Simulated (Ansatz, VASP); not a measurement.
# Two plane-wave programs on Bi

```
CELL_PARAMETERS angstrom
-1.87713 1.87713 1.87713
1.87713 -1.87713 1.87713
1.87713 1.87713 -1.87713
ATOMIC_POSITIONS crystal
Bi 0.00000 0.00000 0.00000
```

This isn't the form of Bi at room conditions, which is rhombohedral.

Alike in both runs: functional PBEsol; k mesh 16 × 16 × 16; occupations methfessel-paxton of order 1, width 0.2 eV; no spin polarisation.

Ansatz relaxed the structure, and its values are those at the end. VASP's run is a single point on that final structure, the one shown.

```csv
,VASP,Ansatz
version,VASP 6.6.1,Ansatz 0.2.0
potentials or method,"VASP PAW PBE potentials, release 64 (Bi_d)","scalar-relativistic, plane waves, PAW"
plane-wave cutoff (eV),520,420
valence electrons in the cell,15,15
```

|  | VASP | Ansatz | Ansatz less VASP |
| --- | --- | --- | --- |
| gap on the k mesh at the Fermi level (eV) | none | none | - |
| pressure (GPa) | 10.0 | 10.1 | +0.07 |

A gap of «none» marks a metal or a gap that the smearing closes. The functional is the same, so the differences come from potentials, cutoffs and numerics.

Caveats: the PAW data sets were made with another functional, which shifts forces and pressure a little (VASP); spin-orbit coupling is left out, which moves the levels of the heavy elements.
